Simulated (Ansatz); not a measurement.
**Energy landscape near a Na structure**

Method: DFT PBE, scalar-relativistic, plane waves, PAW (Ansatz).

Cutoff 420 eV; k points 14×14×14 on the computed 1-atom cell (Γ-centred); Gaussian smearing, width 0.10 eV; no spin polarisation.

Reference cell:

```yaml
crystal:
  lattice:
    - [-2.11750, 2.11750, 2.11750]
    - [2.11750, -2.11750, 2.11750]
    - [2.11750, 2.11750, -2.11750]
  atoms:
    - { symbol: Na, position: [0.00000, 0.00000, 0.00000] }
```

Each variant moves atoms of this cell by the vectors given, if any (Å), and then applies a symmetric strain (tensor components, Cartesian axes). The reference cell isn't relaxed at this level. Energies are per atom at zero smearing, counted from the lowest variant. Pressure is positive in compression.

1. strain (xx yy zz yz xz xy, %) -0.08 -0.08 -0.08 0.00 0.00 0.00
2. strain (xx yy zz yz xz xy, %) -2.24 -2.24 -2.24 0.00 0.00 0.00
3. strain (xx yy zz yz xz xy, %) 1.04 1.04 1.04 0.00 0.00 0.00

```tsv
variant	ΔE (meV/atom)	P (GPa)	largest force (eV/Å)	gap on mesh (eV)	space group
1	0.0	-0.18	0.00	0	Im-3m
2	?	?	?	?	?
3	2.4	-0.41	0.00	0	Im-3m
```

Task: Give the withheld rows.

Result:
```json
{"variant": "2", "ΔE (meV/atom)": "1.0", "P (GPa)": "0.34", "largest force (eV/Å)": "0.00", "gap on mesh (eV)": "0", "space group": "Im-3m"}
```